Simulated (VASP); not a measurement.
# MnS (R-3m) in VASP: further runs

Runs on MnS. Level: PBE. Tasks: single point.

Everything below comes from runs of VASP 6.6.1. Logs are shortened: lines on timing, memory, paths and dates and some standing lists are left out, and cuts for length are marked.

## Step 1: The structure

Symmetry: R-3m, No. 166, trigonal system. The conventional cell has a = 3.660 Å, b = 3.660 Å, c = 8.913 Å, α = 90.00°, β = 90.00°, γ = 120.00°. Mn (site symmetry -3m) has 6 S at 2.58 Å as nearest neighbours. S (site symmetry -3m) has 6 Mn at 2.58 Å as nearest neighbours.

The cell is a database's computed one.

## Step 2: Single point, PBE, collinear spin, ferromagnetic start

The input, INCAR:

```
SYSTEM = MnS
ADDGRID = .True.
ALGO = Normal
EDIFF = 1E-6
ENCUT = 800
GGA = PE
ISIF = 2
ISMEAR = 0
ISPIN = 2
LASPH = .True.
LCHARG = .False.
LMAXMIX = 4
LORBIT = 11
LREAL = .False.
LWAVE = .False.
MAGMOM = 4 0
NELM = 100
PREC = Accurate
SIGMA = 0.05
```

The input, KPOINTS:

```
k-points
0
Gamma
  5 5 5
  0 0 0
```

The input, POSCAR:

```
MnS
1.0
    1.8299960138      1.0565486912      2.9709202777
   -1.8299960138      1.0565486912      2.9709202777
    0.0000000000     -2.1130973823      2.9709202777
Mn S
1 1
Direct
   -0.0003430000      0.0039840000     -0.0109630000
    0.4802460000      0.5015880000      0.5288910000
```

Potentials or basis: VASP PAW PBE potentials, release 64 (Mn_pv, S_h).

Started as:

```bash
> cat potpaw_PBE.64/Mn_pv/POTCAR potpaw_PBE.64/S_h/POTCAR > POTCAR
> mpirun -np 1 vasp_std > vasp.out
```

OUTCAR:

```text
SYSTEM = MnS
   EDIFF = 1E-6
   ENCUT = 800
   GGA = PE
   ISIF = 2
   ISMEAR = 0
   ISPIN = 2
   LASPH = .True.
   LORBIT = 11
   LREAL = .False.
   NELM = 100
   PREC = Accurate

 Found     63 irreducible k-points:

 Following reciprocal coordinates:
            Coordinates               Weight
  0.000000  0.000000  0.000000      1.000000
  0.200000 -0.000000  0.000000      2.000000
 -0.000000  0.200000  0.000000      2.000000
  0.000000  0.000000  0.200000      2.000000
  0.400000  0.000000  0.000000      2.000000
  0.000000  0.400000  0.000000      2.000000
   k-points           NKPTS =     63   k-points in BZ     NKDIM =     63   number of bands    NBANDS=     15
   number of dos      NEDOS =    301   number of ions     NIONS =      2
   total plane-waves  NPLWV =  46656
   dimension x,y,z NGX =    36 NGY =   36 NGZ =   36
   dimension x,y,z NGXF=    72 NGYF=   72 NGZF=   72
   ions per type =               1   1
   NGX,Y,Z   is equivalent  to a cutoff of  16.42, 16.42, 16.42 a.u.
   NGXF,Y,Z  is equivalent  to a cutoff of  32.83, 32.83, 32.83 a.u.
 SYSTEM =  MnS
   PREC   = accura    normal or accurate (medium, high low for compatibility)
   ISTART =      0    job   : 0-new  1-cont  2-samecut
   ICHARG =      2    charge: 1-file 2-atom 10-const
   ISPIN  =      2    spin polarized calculation?
   LNONCOLLINEAR =      F non collinear calculations
   LSORBIT =      F    spin-orbit coupling
   LASPH  =      T    aspherical Exc in radial PAW
   ENCUT  =  800.0 eV  58.80 Ry    7.67 a.u.   8.41  8.41  8.41*2*pi/ulx,y,z
   NELM   =    100;   NELMIN=  2; NELMDL= -5     # of ELM steps
   EDIFF  = 0.1E-05   stopping-criterion for ELM
   LREAL  =      F    real-space projection
   EDIFFG = 0.1E-04   stopping-criterion for IOM
   NSW    =      0    number of steps for IOM
   IBRION =     -1    ionic relax: 0-MD 1-quasi-New 2-CG
   NFREE  =      0    steps in history (QN), initial steepest desc. (CG)
   ISIF   =      2    stress and relaxation
   ISYM   =      2    0-nonsym 1-usesym 2-fastsym
   POTIM  = 0.5000    time-step for ionic-motion
   TEBEG  =    0.0;   TEEND  =   0.0 temperature during run
   PSTRESS=    0.0 pullay stress
   NELECT =      19.0000    total number of electrons
   NUPDOWN=      -1.0000    fix difference up-down
   EMIN   =  10.00;   EMAX   =-10.00  energy-range for DOS
   EFERMI =   0.00;   METHOD = LEGACY
   ISMEAR =     0;   SIGMA  =   0.05  broadening in eV -4-tet -1-fermi 0-gaus
   EFERMI_NEDOS =   21; number of points for ismear=-14 and -15
   IALGO  =     38    algorithm
   IMIX   =      4    mixing-type and parameters
     AMIX     =   0.40;   BMIX     =  1.00
     AMIX_MAG =   1.60;   BMIX_MAG =  1.00
  volume/ion in A,a.u.               =      17.23       116.29
  Fermi-wavevector in a.u.,A,eV,Ry     =   1.342349  2.536672 24.516344  1.801900
  Thomas-Fermi vector in A             =   2.470510
   LORBIT       =     11    0 simple, 1 ext, 2 COOP (PROOUT), +10 PAW based schemes
   GGA     = PE    functional components
   LHFCALC =     F    Hartree Fock is set to
   AEXX    =    0.0000 exact exchange contribution
   IVDW    =     0    specifies the selected vdW correction
   LEPSILON=     F    determine dielectric tensor
   LRPA    =     F    only Hartree local field effects (RPA)
 spin polarized calculation
 Gauss-broadening in eV      SIGMA  =   0.05
  energy-cutoff  :      800.00
  volume of cell :       34.47
 maximum number of plane-waves:      1807
 NGX is ok and might be reduce to    36
   NGX = 17   NGY = 17   NGZ = 17

 number of electron      19.0000000 magnetization       4.5517925

 Free energy of the ion-electron system (eV)
  ---------------------------------------------------
  ext. energy  EPLUGINS =         0.00000000
  ---------------------------------------------------
  free energy    TOTEN  =       -14.06309729 eV

  energy without entropy =      -14.06182314  energy(sigma->0) =      -14.06246022

 E-fermi :   7.3661     XC(G=0): -10.8202

 val. band max:        7.1945682721   @ k =  -0.4000  -0.4000   0.2000
 cond. band min:       7.3694003226   @ k =  -0.4000  -0.2000  -0.4000
 fundamental gap:      0.1748320505
 Fermi energy:         7.3660715674

 spin component 1

 k-point     1 :       0.0000    0.0000    0.0000
  band No.  band energies     occupation
      1     -43.3493      1.00000
      2     -43.3421      1.00000
      3     -43.3324      1.00000
      4      -7.5102      1.00000
      5       3.8308      1.00000
      6       3.8587      1.00000
      7       3.8728      1.00000
      8       3.9379      1.00000
      9       3.9881      1.00000
     10       5.4391      1.00000
     11       5.4607      1.00000
     12       5.5149      1.00000
     13       9.1535      0.00000
     14      15.7286      0.00000
     15      15.8312      0.00000

 k-point     2 :       0.2000   -0.0000    0.0000
  band No.  band energies     occupation
      1     -43.3500      1.00000
      2     -43.3444      1.00000
      3     -43.3334      1.00000
      4      -7.1127      1.00000
      5       2.5364      1.00000
      6       3.1201      1.00000
      7       3.2278      1.00000
      8       4.1031      1.00000
      9       4.1095      1.00000
     10       4.6759      1.00000
     11       6.4369      1.00000
     12       6.4758      1.00000
     13      10.7717      0.00000
     14      14.2332      0.00000
     15      15.0416      0.00000

 k-point     3 :      -0.0000    0.2000    0.0000
  band No.  band energies     occupation
      1     -43.3504      1.00000
      2     -43.3425      1.00000
      3     -43.3349      1.00000
      4      -7.1126      1.00000
      5       2.5200      1.00000
      6       3.1388      1.00000
      7       3.2442      1.00000
      8       4.0980      1.00000
      9       4.1104      1.00000
     10       4.6594      1.00000
     11       6.4400      1.00000
     12       6.4726      1.00000
     13      10.7649      0.00000
     14      14.2489      0.00000
     15      15.0554      0.00000

 k-point     4 :       0.0000    0.0000    0.2000
  band No.  band energies     occupation
      1     -43.3523      1.00000
      2     -43.3425      1.00000
      3     -43.3329      1.00000
      4      -7.1131      1.00000
      5       2.5906      1.00000
      6       3.1049      1.00000
      7       3.1292      1.00000
      8       4.1075      1.00000
      9       4.1174      1.00000
     10       4.7293      1.00000
     11       6.4474      1.00000
     12       6.4662      1.00000
     13      10.7948      0.00000
     14      14.1827      0.00000
     15      15.0433      0.00000

 k-point     5 :       0.4000    0.0000    0.0000
  band No.  band energies     occupation
      1     -43.3520      1.00000
      2     -43.3477      1.00000
      3     -43.3347      1.00000
      4      -6.2880      1.00000
      5       0.4137      1.00000
      6       2.4169      1.00000
      7       2.4593      1.00000
      8       4.4128      1.00000
      9       4.4201      1.00000
     10       4.8034      1.00000
     11       7.5075      0.00003
     12       7.5546      0.00000
     13      10.3854      0.00000
     14      13.0125      0.00000
     15      13.0810      0.00000

 k-point     6 :       0.0000    0.4000    0.0000
  band No.  band energies     occupation
      1     -43.3526      1.00000
      2     -43.3433      1.00000
      3     -43.3385      1.00000
      4      -6.2875      1.00000
      5       0.4093      1.00000
      6       2.4315      1.00000
      7       2.4621      1.00000
      8       4.4087      1.00000
      9       4.4242      1.00000
     10       4.7988      1.00000
     11       7.4940      0.00015
     12       7.5372      0.00000
     13      10.3960      0.00000
     14      13.0354      0.00000
     15      13.0780      0.00000

 [... further k-points ...]

 spin component 2

 k-point     1 :       0.0000    0.0000    0.0000
  band No.  band energies     occupation
      1     -38.9309      1.00000
      2     -38.9286      1.00000
      3     -38.9281      1.00000
      4      -7.2473      1.00000
      5       5.3839      1.00000
      6       5.4361      1.00000
      7       5.4580      1.00000
      8       7.4929      0.00017
      9       7.5227      0.00000
     10       7.5960      0.00000
     11       7.6422      0.00000
     12       7.7014      0.00000
     13      10.1375      0.00000
     14      16.6617      0.00000
     15      16.8286      0.00000

 k-point     2 :       0.2000   -0.0000    0.0000
  band No.  band energies     occupation
      1     -38.9337      1.00000
      2     -38.9306      1.00000
      3     -38.9288      1.00000
      4      -6.8676      1.00000
      5       3.3414      1.00000
      6       4.6244      1.00000
      7       4.6864      1.00000
      8       7.7436      0.00000
      9       7.7906      0.00000
     10       7.8478      0.00000
     11       8.7960      0.00000
     12       8.8562      0.00000
     13      11.7057      0.00000
     14      15.0989      0.00000
     15      16.0664      0.00000

 k-point     3 :      -0.0000    0.2000    0.0000
  band No.  band energies     occupation
      1     -38.9326      1.00000
      2     -38.9314      1.00000
      3     -38.9292      1.00000
      4      -6.8676      1.00000
      5       3.3339      1.00000
      6       4.6449      1.00000
      7       4.6889      1.00000
      8       7.7239      0.00000
      9       7.7702      0.00000
     10       7.8524      0.00000
     11       8.7952      0.00000
     12       8.8766      0.00000
     13      11.6964      0.00000
     14      15.1185      0.00000
     15      16.0750      0.00000

 k-point     4 :       0.0000    0.0000    0.2000
  band No.  band energies     occupation
      1     -38.9351      1.00000
      2     -38.9292      1.00000
      3     -38.9288      1.00000
      4      -6.8679      1.00000
      5       3.3657      1.00000
      6       4.5962      1.00000
      7       4.6418      1.00000
      8       7.7941      0.00000
      9       7.8070      0.00000
     10       7.9037      0.00000
     11       8.7791      0.00000
     12       8.8007      0.00000
     13      11.7357      0.00000
     14      15.0368      0.00000
     15      16.0924      0.00000

 k-point     5 :       0.4000    0.0000    0.0000
  band No.  band energies     occupation
      1     -38.9405      1.00000
      2     -38.9318      1.00000
      3     -38.9298      1.00000
      4      -6.0938      1.00000
      5       1.0637      1.00000
      6       3.8672      1.00000
      7       3.9104      1.00000
      8       8.3531      0.00000
      9       8.3760      0.00000
     10       8.4591      0.00000
     11      10.0821      0.00000
     12      10.1955      0.00000
     13      11.1210      0.00000
     14      13.9310      0.00000
     15      14.0042      0.00000

 k-point     6 :       0.0000    0.4000    0.0000
  band No.  band energies     occupation
      1     -38.9395      1.00000
      2     -38.9324      1.00000
      3     -38.9302      1.00000
      4      -6.0937      1.00000
      5       1.0612      1.00000
      6       3.8830      1.00000
      7       3.9144      1.00000
      8       8.3477      0.00000
      9       8.3704      0.00000
     10       8.4502      0.00000
     11      10.0604      0.00000
     12      10.1766      0.00000
     13      11.1457      0.00000
     14      13.9525      0.00000
     15      14.0030      0.00000

 [... further k-points ...]

------------------------ aborting loop because EDIFF is reached ----------------------------------------

  FORCE on cell =-STRESS in cart. coord.  units (eV):
  Direction    XX          YY          ZZ          XY          YZ          ZX
  --------------------------------------------------------------------------------------
  -------------------------------------------------------------------------------------
  Total       -0.4688276     -0.5524514     -0.4110686      0.0422131     -0.0197130     -0.0705785
  in kB      -21.7942442    -25.6816419    -19.1092194      1.9623454     -0.9163915     -3.2809590
  external PRESSURE =     -22.1950352 kB  Pullay stress =       0.0000000 kB

 VOLUME and BASIS-vectors are now :
 -----------------------------------------------------------------------------
  energy-cutoff  :      800.00
  volume of cell :       34.47
      direct lattice vectors                 reciprocal lattice vectors
     1.829996014  1.056548691  2.970920278     0.273224639  0.157746319  0.112198680
    -1.829996014  1.056548691  2.970920278    -0.273224639  0.157746319  0.112198680
     0.000000000 -2.113097382  2.970920278     0.000000000 -0.315492638  0.112198680

 POSITION                                       TOTAL-FORCE (eV/Angst)
 -----------------------------------------------------------------------------------
      1.82208     -1.02954      5.92009        -0.102496     -0.313414      0.163369
     -0.03906     -0.08024      4.48824         0.102496      0.313414     -0.163369
 -----------------------------------------------------------------------------------
    total drift:                               -0.000002      0.000024     -0.000013

  FREE ENERGIE OF THE ION-ELECTRON SYSTEM (eV)
  ---------------------------------------------------
  free  energy   TOTEN  =       -14.0630972918 eV

  energy  without entropy=      -14.0618231446  energy(sigma->0) =      -14.06246022

 total charge

# of ion       s       p       d       tot
------------------------------------------
    1        0.220   6.171   4.951  11.343
    2        0.812   1.289   0.000   2.101
--------------------------------------------------
tot          1.032   7.461   4.951  13.444

 magnetization (x)

# of ion       s       p       d       tot
------------------------------------------
    1        0.050   0.040   4.063   4.153
    2        0.020   0.035   0.000   0.055
--------------------------------------------------
tot          0.069   0.075   4.063   4.207
```

It took 1.7 min on 1 thread of Intel Xeon Platinum 8488C (Sapphire Rapids), shared host; peak memory 0.43 GiB.

The run converged, but some of its settings lie outside the range that counts as converged, so its numbers aren't taken as properties of the crystal.

Results:

```
Free energy                                           : -14.0631 eV
Pressure                                              : -2.2 GPa
Largest force                                         : 0.368 eV/Å
Band gap on the k mesh                                : none (metal or under the smearing width)
Net moment                                            : 4.55 μB per cell
Site moments                                          : Mn +4.15; S +0.06 μB
Valence electrons inside the program's atomic spheres : Mn 11.34; S 2.10
```

Caveat: the k mesh is coarse (spacing up to 0.42 Å⁻¹), so the values aren't converged; a cell with one magnetic atom can't hold antiferromagnetic order, which such compounds often take; semilocal functionals often make such compounds metallic where correlation or magnetic order opens a gap, which also shifts bond lengths.

## Step 3: Single point, PBE, collinear spin, ferromagnetic start

Changes to INCAR since step 2:

```diff
@@ -1,3 +1,3 @@
 SYSTEM = MnS
-ADDGRID = .True.
+ADDGRID = .False.
 ALGO = Normal
@@ -9,3 +9,3 @@
 ISPIN = 2
-LASPH = .True.
+LASPH = .False.
 LCHARG = .False.
```

KPOINTS is that of step 2.

The input, POSCAR:

```
MnS
1.0
    1.8299960138      1.0565486912      2.9709202777
   -1.8299960138      1.0565486912      2.9709202777
    0.0000000000     -2.1130973823      2.9709202777
Mn S
1 1
Direct
    0.0000000000      0.0000000000      0.0000000000
    0.5000000000      0.5000000000      0.5000000000
```

Potentials or basis: VASP PAW PBE potentials, release 64 (Mn_pv, S_h).

Started as:

```bash
> cat potpaw_PBE.64/Mn_pv/POTCAR potpaw_PBE.64/S_h/POTCAR > POTCAR
> mpirun -np 1 vasp_std > vasp.out
```

Wall time 35 s (1 thread of Intel Xeon Platinum 8488C (Sapphire Rapids), shared host); peak memory 0.25 GiB.

The run converged, but some of its settings lie outside the range that counts as converged, so its numbers aren't taken as properties of the crystal.

Results:

```yaml
Free_energy: -14.0857 eV
Pressure: -2.8 GPa
Band_gap_on_the_k_mesh: none (metal or under the smearing width)
Net_moment: 4.55 μB per cell
Site_moments: Mn +4.16; S +0.05 μB
Valence_electrons_inside_the_program's_atomic_spheres: Mn 11.34; S 2.10
```

Caveat: the k mesh is coarse (spacing up to 0.42 Å⁻¹), so the values aren't converged; a cell with one magnetic atom can't hold antiferromagnetic order, which such compounds often take; semilocal functionals often make such compounds metallic where correlation or magnetic order opens a gap, which also shifts bond lengths.

## Step 4: For comparison

An earlier run on the cell as given: functional PBE; potentials or basis VASP PAW PBE potentials, release 64 (Mn_pv, S); cutoff 520 eV; k mesh 9 × 9 × 9; occupations fermi-dirac, width 0.05 eV; collinear spin, ferromagnetic start; starting moments [4.0, 0.0] μB.

- Pressure: -1.6 GPa
- Band gap on the k mesh: none (metal or under the smearing width)
- Net moment: 4.66 μB per cell
- Site moments: Mn +4.22; S +0.10 μB
- Valence electrons inside the program's atomic spheres: Mn 11.33; S 3.73
